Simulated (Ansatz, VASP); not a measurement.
# Tl: VASP beside Ansatz

File INCAR:

```
ALGO = Normal ; EDIFF = 1E-6
ENCUT = 520 ; GGA = PE
ISIF = 2 ; ISMEAR = -1
LASPH = T ; LCHARG = F
LREAL = F ; LWAVE = F
NBANDS = 12 ; NELM = 80
PREC = Accurate ; SIGMA = 0.08
```

KPOINTS

```
k-points
0
Gamma
  15 15 15
```

The input POSCAR:

```
Tl
1.0
   -1.8467388371      1.8467388371      1.8467388371
    1.8467388371     -1.8467388371      1.8467388371
    1.8467388371      1.8467388371     -1.8467388371
Tl
1
Direct
    0.0000000000      0.0000000000      0.0000000000
```

Input for Ansatz:

```yaml
crystal:
  lattice:
    - [-1.8467388371, 1.8467388371, 1.8467388371]
    - [1.8467388371, -1.8467388371, 1.8467388371]
    - [1.8467388371, 1.8467388371, -1.8467388371]
  atoms:
    - { symbol: Tl, position: [0.0, 0.0, 0.0] }
kpoints:
  mp_grid: { grid: [15, 15, 15] }
scf:
  occupations: { method: fermi_dirac, width: 0.08 }
hamiltonian:
  xc: pbe
  pseudopotentials: { kind: paw }
output:
  forces: true
  stress: true
  eigenvalues: true
  populations: true
```

Change from the starting cell: volume scaled by 0.8, PAW files.

Alike in both runs: task single point; functional PBE; k mesh 15 × 15 × 15; occupations fermi-dirac, width 0.08 eV; no spin polarisation.

|  | VASP | Ansatz |
| --- | --- | --- |
| version | VASP 6.6.1 | Ansatz 0.2.0 |
| potentials or method | VASP PAW PBE potentials, release 64 (Tl_d) | PAW with Ansatz's default frozen-core files, scalar-relativistic |
| plane-wave cutoff (eV) | 520 | 420 |
| valence electrons in the cell | 13 | 13 |

Ansatz gave:

```
pressure (GPa) : 10.6
```

**Question.** Which values does VASP return?

**Answer.** Pressure (GPa): 10.5.

Spin-orbit coupling is left out, which matters for the levels of Tl.
